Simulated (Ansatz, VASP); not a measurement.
**NaCl: VASP beside Ansatz**

```
Na Cl
1.0
     3.39796   -0.01751   -0.00060
    -0.01751    3.40073   -0.00144
    -0.00060   -0.00144    3.41614
Na Cl
1 1
Direct
  0.97771 0.03515 0.01009
  0.52229 0.46485 0.48991
```

Change from the starting cell: all atoms moved at random, cell strained at random.

Alike in both runs: task single point; functional PBEsol; k mesh 6 × 6 × 6; occupations gaussian, width 0.02 eV; no spin polarisation.

```csv
,VASP,Ansatz
version,VASP 6.6.1,Ansatz 0.2.0
potentials or method,"VASP PAW PBE potentials, release 64 (Na_pv, Cl)","scalar-relativistic, plane waves, PAW"
plane-wave cutoff (eV),520,420
valence electrons in the cell,14,16
```

Ansatz gave:

```
gap on the k mesh at the Fermi level (eV)       : 4.14
least direct gap on the mesh (eV)               : 4.69
pressure (GPa)                                  : 2.0
largest component of the traceless stress (GPa) : 0.74
rms of the force components (eV/Å)              : 0.142
```

**Question.** Estimate VASP's values.

**Answer.** gap on the k mesh at the Fermi level (eV): 4.14; least direct gap on the mesh (eV): 4.69; pressure (GPa): 2.0; largest component of the traceless stress (GPa): 0.75; rms of the force components (eV/Å): 0.146.

Atom by atom the forces differ by 0.004 eV/Å (rms over components). The two sets of potentials don't hold the same shells in valence.

Caveats: the PAW data sets were made with another functional, which shifts forces and pressure a little (VASP). A k mesh can miss the band edges.
